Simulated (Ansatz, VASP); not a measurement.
# AsP (honeycomb PAs, 1 layer) in two plane-wave programs

One calculation is typed for both programs; each brings its own data sets. How far apart do they land? The structure shown is the start of the Ansatz relaxation below; VASP solves that cell, so the two are compared at the walk's first step.

Main program and level: Ansatz 0.2.0; plane waves, with VASP 6.6.1 beside it; single point at PBE.

### 1. The starting structure

The cell holds 2 atoms: 1 As and 1 P. Cell: a = 3.440 Å, b = 3.440 Å, c = 18.320 Å, α = 90.0°, β = 90.0°, γ = 120.0°. Vacuum lies along c.

### 2. Ansatz: relaxation, PBE

Ansatz runs on its default PAW (the set named soft_2) files.

The two programs are compared at the cell with which this relaxation starts, whose forces are those of its first step.

The input, input.yaml:

```yaml
crystal:
  lattice:
    - [3.44, 0.0, 0.0]
    - [-1.72, 2.979127389, 0.0]
    - [0.0, 0.0, 18.32]
  atoms:
    - { symbol: As, position: [0.6666666667, 0.3333333333, 0.4639737991] }
    - { symbol: P, position: [0.3333333333, 0.6666666667, 0.5360262009] }
kpoints:
  mp_grid: { grid: [12, 12, 1] }
hamiltonian:
  xc: pbe
scf:
  occupations: { method: fermi_dirac, width: 0.05 }
  convergence: { dr2_threshold: 1.0e-08 }
efield:
  axis: 3
  dipole_correction: true
  ramp_position: 0.97
  ramp_width: 0.04
relax:
  f_tol: 0.01
  cell: { fix: [c, alpha, beta] }
output:
  write_potential: true
  write_density: true
  volumetric_format: npy
```

Command:

```console
ansatz run input.yaml --threads 4 --pin off --max-ram 8192MiB --backend cpu --events-out ev --progress --plain --runs-dir out
```

Numbers of over 12 decimals in the logs are rounded to 6 here.

Log:

```text
Warning: relax.cell: scf.convergence.dr2_threshold = 1e-8 eV is looser than the 2e-10 eV advised for a relaxation that steers and ends on the stress (1e-10 eV for each atom of the cell: 2). What an SCF threshold leaves in a stress goes as its square root, and in the free energy as the threshold itself, and one threshold admits the most on a small cell: [figures from the program's tests cut] Set scf.convergence.dr2_threshold to 2e-10 eV or tighter. The threshold is an SCF's pass mark: one that does not reach it within its budget of iterations ends unconverged, or closes short of it on a stop that the run arms, and scf.convergence.dr2_threshold's page says what that costs each kind of run
Engine: ansatz 0.2.0, x86_64-unknown-linux-gnu
Pseudopotentials: kind: paw
Pseudopotential: As, paw, valence charge 15, recommended cutoff 420 eV (normal), As.paw.azcp
Pseudopotential: P, paw, valence charge 5, recommended cutoff 420 eV (normal), P.paw.azcp
Functional definition: PBE
  parameter kappa = 0.804
  parameter beta = 0.066725
  exchange = pbe_x(kappa = kappa, mu = beta*pi^2/3)
  correlation = pbe_c(beta = beta)
Crystal: 2 atoms, lattice volume = 187.747 Å³
Basis set: ecut = 420 eV, 3625 PW (Γ), exchange–correlation on 48×48×250 points (8 copies of the dense FFT grid, shifted against one another)
Bands: 14, of which v1, the nominal top of the filled ones, is band 10 counted from 1 (9 counted from 0)
Symmetry: 6 space group operations
Space group: P3m1 (ITA 156), of the structure as read, at distance tolerance 5.7e-5 Å
k-points: 19 of 144 (time reversal used)
Non-local potential: As, projectors of the file, l = 0: 2, l = 1: 2, l = 2: 3, l = 3: 1
Non-local potential: P, projectors of the file, l = 0: 2, l = 1: 2, l = 2: 2
PAW form: soft (Blöchl's): semilocal exchange-correlation on the pseudo side does not see the compensation charge
PAW one-centre angular grid: As, 590 points (default); XC on 64 Gauss nodes
PAW one-centre angular grid: P, 110 points (default); XC on 64 Gauss nodes
Initial density: superposition of atomic densities (neutral atoms: chi_scale 0, normalization atom), corrected by the library's trained network
Initial wavefunctions: pseudopotential atomic-orbital guess
Functional: x = pbe(κ = 0.804, μ = 0.219515), c = pbe(β = 0.066725)
SCF iter   1: F=—  HF=-5611.711506 eV  |F-HF|=—  |Δ(HF+E_count)|=         —  Δρ=1.43e-3  dr2=2.55e-2  ethr=1.77e-3  p=-0.008 e·Å  D=-7.78e-3 V/Å  ΔV_dip=0.14 eV  dr2_dipole=6.19e-3  V_vac-E_F(+/−)=4.96/4.82 eV  ⟨swp⟩=7.1  Hψ=1879  notcnv=0
efield: sawtooth ramp at fractional position 0.9700 (set: `efield.ramp_position`, or a place that a band, a saddle search or an elastic batch's reference lends), width 0.0400; the density the first Hamiltonian is built on has a dipole p = -0.008 e·Å; the dipole correction subtracts the counter field D = -7.78e-3 V/Å, which shifts the + side's vacuum level by +0.14 eV against the − side's; the planar-averaged density in the ramp window peaks in size at 8.2e-6 e/Å³
preconditioner: auto → none  [insulator: Δε(μ)=1.827 eV  Ē_g=9.725 eV  σ=0.050 eV  W_gap=1.00  n_scr=10 (ndim 8)  ℏωp=8.6 eV  f_vac=0.708  D(μ)=0.00/eV (n_scr^D=0)  ε∞_Penn≈1.8]
SCF iter   2: F=—  HF=-5611.738939 eV  |F-HF|=—  |Δ(HF+E_count)|=   2.74e-2  Δρ=3.56e-3  dr2=1.95e-1  ethr=1.28e-4  p=-0.065 e·Å  D=-6.24e-2 V/Å  ΔV_dip=1.14 eV  dr2_dipole=4.00e-2  V_vac-E_F(+/−)=5.44/4.29 eV  ⟨swp⟩=4.0  Hψ=687  notcnv=0
SCF iter   3: F=—  HF=-5611.710382 eV  |F-HF|=—  |Δ(HF+E_count)|=   2.86e-2  Δρ=4.49e-4  dr2=7.61e-4  ethr=1.28e-4  p=-0.025 e·Å  D=-2.44e-2 V/Å  ΔV_dip=0.45 eV  dr2_dipole=1.07e-4  V_vac-E_F(+/−)=5.11/4.66 eV  ⟨swp⟩=3.7  Hψ=473  notcnv=0
SCF iter   4: F=—  HF=-5611.710868 eV  |F-HF|=—  |Δ(HF+E_count)|=   4.86e-4  Δρ=1.37e-4  dr2=3.61e-5  ethr=3.81e-6  p=-0.028 e·Å  D=-2.66e-2 V/Å  ΔV_dip=0.49 eV  dr2_dipole=3.91e-6  V_vac-E_F(+/−)=5.12/4.63 eV  ⟨swp⟩=3.0  Hψ=592  notcnv=0
SCF iter   5: F=—  HF=-5611.710921 eV  |F-HF|=—  |Δ(HF+E_count)|=   5.28e-5  Δρ=5.92e-5  dr2=4.14e-6  ethr=1.81e-7  p=-0.028 e·Å  D=-2.74e-2 V/Å  ΔV_dip=0.50 eV  dr2_dipole=1.25e-7  V_vac-E_F(+/−)=5.13/4.63 eV  ⟨swp⟩=2.0  Hψ=500  notcnv=0
SCF iter   6: F=—  HF=-5611.710913 eV  |F-HF|=—  |Δ(HF+E_count)|=   7.77e-6  Δρ=9.12e-6  dr2=4.30e-7  ethr=2.07e-8  p=-0.029 e·Å  D=-2.75e-2 V/Å  ΔV_dip=0.50 eV  dr2_dipole=6.70e-8  V_vac-E_F(+/−)=5.13/4.63 eV  ⟨swp⟩=3.0  Hψ=599  notcnv=0
SCF iter   7: F=-5611.710913 eV  HF=-5611.710913 eV  |F-HF|=2.85e-9  |Δ(HF+E_count)|=   1.44e-7  Δρ=1.50e-6  dr2=7.05e-9  ethr=5.00e-11  p=-0.029 e·Å  D=-2.75e-2 V/Å  ΔV_dip=0.50 eV  dr2_dipole=1.02e-9  V_vac-E_F(+/−)=5.13/4.63 eV  ⟨swp⟩=9.3  Hψ=1921  notcnv=0
[...]
SCF iter   3: F=—  HF=-5611.711666 eV  |F-HF|=—  |Δ(HF+E_count)|=   2.59e-5  Δρ=2.45e-5  dr2=2.83e-6  ethr=2.92e-8  p=-0.029 e·Å  D=-2.77e-2 V/Å  ΔV_dip=0.51 eV  dr2_dipole=4.85e-7  V_vac-E_F(+/−)=5.15/4.64 eV  ⟨swp⟩=2.0  Hψ=361  notcnv=0
SCF iter   4: F=—  HF=-5611.711668 eV  |F-HF|=—  |Δ(HF+E_count)|=   1.51e-6  Δρ=2.93e-5  dr2=1.22e-5  ethr=1.42e-8  p=-0.029 e·Å  D=-2.73e-2 V/Å  ΔV_dip=0.50 eV  dr2_dipole=2.53e-6  V_vac-E_F(+/−)=5.15/4.65 eV  ⟨swp⟩=2.1  Hψ=326  notcnv=0  recentre
SCF iter   5: F=—  HF=-5611.711666 eV  |F-HF|=—  |Δ(HF+E_count)|=   1.78e-6  Δρ=5.97e-6  dr2=3.46e-8  ethr=1.42e-8  p=-0.029 e·Å  D=-2.76e-2 V/Å  ΔV_dip=0.50 eV  dr2_dipole=5.59e-10  V_vac-E_F(+/−)=5.15/4.65 eV  ⟨swp⟩=2.0  Hψ=310  notcnv=0
SCF iter   6: F=-5611.711666 eV  HF=-5611.711666 eV  |F-HF|=7.64e-11  |Δ(HF+E_count)|=   8.07e-9  Δρ=9.38e-7  dr2=1.01e-9  ethr=5.00e-11  p=-0.029 e·Å  D=-2.76e-2 V/Å  ΔV_dip=0.50 eV  dr2_dipole=4.16e-13  V_vac-E_F(+/−)=5.15/4.65 eV  ⟨swp⟩=9.8  Hψ=1616  notcnv=0
SCF 4 converged in 6 iterations: F = -5611.711666 eV  dr2 = 1.01e-9
relax step   4: F+E_penalty+E_count = -5611.71166607 eV  Δ(F+E_penalty+E_count) = -1.335e-4 eV  max|allowed force component| = 2.997e-4 eV/Å  Δτ_max = 0.0019 Å  P = -0.000 GPa  Ω = 189.273 Å³  energy of the carried Pulay correction = -4.428e-5 eV  fix = [c, alpha, beta]  reactions: c -0.001 GPa  (6 SCF iters, accepted)
Initial wavefunctions: pseudopotential atomic-orbital guess (no wavefunctions were taken with the density)
iter 1 solved again at ethr=1.62e-6 eV; its pass at ethr=3.10e-3 eV (dr2=3.25e-4 eV) is discarded
SCF iter   1: F=—  HF=-5611.711714 eV  |F-HF|=—  |Δ(HF+E_count)|=         —  Δρ=5.10e-6  dr2=4.63e-9  ethr=1.62e-6  p=-0.029 e·Å  D=-2.76e-2 V/Å  ΔV_dip=0.50 eV  dr2_dipole=1.14e-11  V_vac-E_F(+/−)=5.15/4.65 eV  ⟨swp⟩=3.3  Hψ=2592  notcnv=0
efield: sawtooth ramp at fractional position 0.9700 (set: `efield.ramp_position`, or a place that a band, a saddle search or an elastic batch's reference lends), width 0.0400; the density the first Hamiltonian is built on has a dipole p = -0.029 e·Å; the dipole correction subtracts the counter field D = -2.76e-2 V/Å, which shifts the + side's vacuum level by +0.50 eV against the − side's; the planar-averaged density in the ramp window peaks in size at 8.0e-8 e/Å³
eigensolver tolerance schedule: the retry pair's looser diagonalisation over-reported the residual by 70114.91 of it (diagonalisation noise at an unbounded share of the residual, at the tolerance the schedule requests for it); recorded, not acted on — ethr = c·dr2/N_el stays at c = 1.0e-1
preconditioner: auto → none  [insulator: Δε(μ)=1.845 eV  Ē_g=9.667 eV  σ=0.050 eV  W_gap=1.00  n_scr=10 (ndim 8)  ℏωp=8.5 eV  f_vac=0.706  D(μ)=0.00/eV (n_scr^D=0)  ε∞_Penn≈1.8]
SCF iter   2: F=—  HF=-5611.711704 eV  |F-HF|=—  |Δ(HF+E_count)|=   9.64e-6  Δρ=2.93e-6  dr2=4.10e-9  ethr=2.31e-11  p=-0.029 e·Å  D=-2.76e-2 V/Å  ΔV_dip=0.50 eV  dr2_dipole=4.68e-12  V_vac-E_F(+/−)=5.15/4.65 eV  ⟨swp⟩=10.2  Hψ=2476  notcnv=0
SCF iter   3: F=-5611.711711 eV  HF=-5611.711708 eV  |F-HF|=2.96e-6  |Δ(HF+E_count)|=   3.89e-6  Δρ=1.63e-6  dr2=2.27e-9  ethr=2.05e-11  p=-0.029 e·Å  D=-2.76e-2 V/Å  ΔV_dip=0.50 eV  dr2_dipole=3.04e-10  V_vac-E_F(+/−)=5.15/4.65 eV  ⟨swp⟩=7.9  Hψ=1736  notcnv=0
SCF 5 converged in 3 iterations: F = -5611.711711 eV  dr2 = 2.27e-9
relax step   5: F+E_penalty+E_count = -5611.71171093 eV  Δ(F+E_penalty+E_count) = -4.486e-5 eV  max|allowed force component| = 3.315e-4 eV/Å  Δτ_max = 0.0000 Å  P = -0.000 GPa  Ω = 189.273 Å³  fix = [c, alpha, beta]  reactions: c -0.000 GPa  stress off target by 6.01e-6 GPa on what of the cell is left free  SCF on the basis re-selected at this cell (its energy is not comparable with the rows above)  (3 SCF iters)
basis re-selected at this cell: Δ(F+E_penalty+E_count) = -4.486e-5 eV, ΔP = +0.000 GPa vs the last step (what re-selecting the basis moved, of the pressure what is left beyond the Pulay correction that the steps carried, after the strain that the cell walked since its last selection, with what the two solves' SCF thresholds leave and, on support functions, any second-order correction that the steps lacked; it is no m [...]
WARN: The input density's exchange-correlation potential varies sharply where the density is thin. Do not read a vacuum level from v_tot or v_xc, or from such a field of the output density. On a cell that repeats whose density bears no net charge and no dipole along the vacuum's axis use v_es (v_loc + v_h of the components); under efield.dipole_correction with no amplitude use v_es + v_field, which holds any external [...]
SCF converged after 3 iterations
Free energy (F): -5611.711711 eV
Harris-Foulkes:  -5611.711708 eV  (|F-HF|=2.96e-6)
Internal energy: -5611.711711 eV  (E = F + TS)
E sigma→0 (E₀):  -5611.711711 eV
Fermi energy:    -1.918560 eV
Dipole field:    D = -0.027582 V/Å  (p = -0.028850 e·Å, saw-weighted, corrected)
Work function:   Φ+ = 5.1510 eV   Φ− = 4.6457 eV
Levels:          The Fermi level and band energies are counted from a zero that moves with the ramp; work functions are not
--- Per-component energies (eV) ---
  E_band       = -457.268248
  E_kinetic    = 170.648687
  E_local      = -9718.877468  (includes V_loc(G=0)·N_el)
  E_nonlocal   = -636.441138
  E_hartree    = 4820.312125
  E_xc         = -139.429158
  E_vxc        = -138.191010  (∫ρ·V_xc dr)
  E_paw        = -2404.173831  (= ΣΔE_a)
  E_vpaw       = 225.047571  (= ΣTr[D̂ρ^β])
  E_aug_tail   = 0.000012  (compensation charges beyond the density's cutoff)
  E_efield     = 0.000398  (sawtooth field / dipole correction)
  E_vefield    = -0.080010  (∫n·V_field dr)
  E_ewald      = 2296.248663
  E_smearing   = -0.000000  (= −TS)
  E_closure    = -0.000000  (closes the sum)
  Σ components = -5611.711711   (vs F -5611.711711, Δ=0.00e0)
--- Forces (eV/Å), atoms counted from 1 ---
  atom   1  As    -0.00000000     0.00000000     0.00033284
  atom   2  P      0.00000000    -0.00000000    -0.00033007
  max |Σ_I F_I| component: 2.76e-6 eV/Å
--- Stress (GPa, compression-positive) ---
       -0.000006       0.000000       0.000000
       -0.000000      -0.000006      -0.000000
        0.000000      -0.000000      -0.000311
  P = ⅓ Tr σ = -0.0001 GPa (-0.001 kbar)
--- Band table (eV; the first three rows and the last of 19) ---
  k-point 0: bands = [... 6 lower, -9.4535, -3.2203, -2.8251, -2.8251, -0.0873, 0.9443, 0.9443, 2.2483]
  k-point 1: bands = [... 6 lower, -9.4145, -3.7037, -3.1673, -3.0460, 0.3235, 1.0419, 1.1926, 2.3905]
  k-point 2: bands = [... 6 lower, -9.3515, -5.1339, -3.5326, -3.0438, -0.2015, 1.6865, 1.9396, 2.7832]
  k-point 18: bands = [... 6 lower, -12.2005, -7.5205, -4.6656, -4.5974, -0.6418, 2.1965, 2.3191, 5.5212]
--- Relaxed structure (4 steps of the walk, 3 accepted, 1 SCFs on fresh bases) ---
  F+E_penalty+E_count = -5611.71171093 eV   max|allowed force component| = 3.315e-4 eV/Å   (the final SCF, on the basis selected at the relaxed cell)
  cell:  # Å, volume = 189.2734 Å³
    - [3.453956, 0, 0]
    - [-1.726978, 2.991213, 0]
    - [0, 0, 18.32]
  atoms:
    - { symbol: As, position: [0.666667, 0.333333, 0.464008] }
    - { symbol: P, position: [0.333333, 0.666667, 0.535992] }
```

[end of part 1 of 2]

[Lines on the potential files, build, host, timing and source positions are cut from VASP's logs without a mark.]

[Logs are printed without paths, hosts, clocks, repeated set-up lines and the standing remarks that a program may print on its own settings, such as how far it seeks lower states.]

[Hosts, paths, dates, database ids (printed as entryN), source tags and the programs' standing remarks are cut or masked in the printed files.]
